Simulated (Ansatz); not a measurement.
HfN, 2 atoms in the cell. Symmetry: Fm-3m, No. 225, cubic system. Conventional cell: a = 4.512 Å, b = 4.512 Å, c = 4.512 Å, α = 90.00°, β = 90.00°, γ = 90.00°. Around Hf (site symmetry m-3m) lie 6 N at 2.26 Å. Around N (site symmetry m-3m) lie 6 Hf at 2.26 Å. 

* Program: Ansatz 0.2.0
* Task: band structure
* Functional: revPBE
* Potentials or basis: all-electron LAPW, scalar-relativistic
* Cutoff: 344 eV (chosen from the basis error)
* Basis error allowed: 0.001 eV/atom
* k mesh: 10 × 10 × 10
* Occupations: fermi-dirac, width 0.05 eV
* Spin: no spin polarisation

Potentials or basis: all-electron LAPW, scalar-relativistic.

The run is started by

```console
$ ansatz run input.yaml --threads 1 --pin off --max-ram 3072MiB --backend cpu --events-out ev --progress --plain --runs-dir out
```

Hardware: 1 thread of Arm Neoverse N1, on a shared host.

Question: Estimate the wall time of this run.

Answer: Run time: 28 s on 1 thread of Arm Neoverse N1, with other jobs on the host, peak memory 0.33 GiB. Counts: scf iterations 8, plane waves 331, k points 47, bands 30.
